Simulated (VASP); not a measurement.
Here is a VASP 6.6.1 calculation.

The input INCAR:

```
SYSTEM = KTaO3
  ALGO = Fast
  EDIFF = 1E-7
  ENCUT = 500
  GGA = PS
  ISIF = 2
  ISMEAR = -1
  LASPH = .True.
  LCHARG = .False.
  LEFG = .True.
  LREAL = .False.
  LWAVE = .False.
  NELM = 80
  PREC = Accurate
  SIGMA = 0.02
```

File KPOINTS:

```
k-points
0
Gamma
  6 6 6
  0 0 0
```

Contents of POSCAR:

```
KTaO3
1.0
    3.9883000000      0.0000000000      0.0000000000
    0.0000000000      3.9883000000      0.0000000000
    0.0000000000      0.0000000000      3.9883000000
K Ta O
1 1 3
Direct
    0.5000000000      0.5000000000      0.5000000000
    0.0000000000      0.0000000000      0.0000000000
    0.5000000000      0.0000000000      0.0000000000
    0.0000000000      0.5000000000      0.0000000000
    0.0000000000      0.0000000000      0.5000000000
```

Potentials or basis: VASP PAW PBE potentials, release 64 (K_pv, Ta, O).

The run is started by

```sh
$ cat potpaw_PBE.64/K_pv/POTCAR potpaw_PBE.64/Ta/POTCAR potpaw_PBE.64/O/POTCAR > POTCAR
$ mpirun -np 1 vasp_std > vasp.out
```

(1) Estimate the band gap on the k mesh.

(2) Estimate the pressure.

## Answers

(1) 2.03 eV, indirect (least direct gap 2.67 eV).

(2) 1.2 GPa.

Caveat: the PAW data sets were made with another functional, which shifts forces and pressure a little; spin-orbit coupling is left out, which moves the levels of the heavy elements.
